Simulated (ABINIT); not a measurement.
The system is Sb.

```
Sb
1.0
     2.15420    1.24373    3.75800
    -2.15420    1.24373    3.75800
     0.00000   -2.48746    3.75800
Sb
2
Cartesian
  0.0000 0.0000 8.6416
  0.0000 0.0000 2.6324
```

Base run:

- Program: ABINIT 10.8.3 (patched build)
- Functional: PBE
- Potentials or basis: PseudoDojo NC SR PBE v0.4.1 standard
- Cutoff: 1088 eV
- k mesh: 6 × 6 × 6
- Occupations: fermi-dirac, width 0.05 eV
- Spin: no spin polarisation

Its results: band gap on the k mesh none (metal or under the smearing width); pressure 2.7 GPa; largest force 0.094 eV/Å.

**Question.** The run is repeated on the same cell with these changes: functional from PBE to LDA; potentials or basis from PseudoDojo NC SR PBE v0.4.1 standard to PseudoDojo NC SR LDA v0.4.1 standard. What comes out?

**Answer.** Band gap on the k mesh none (metal or under the smearing width); pressure -1.2 GPa; largest force 0.062 eV/Å.
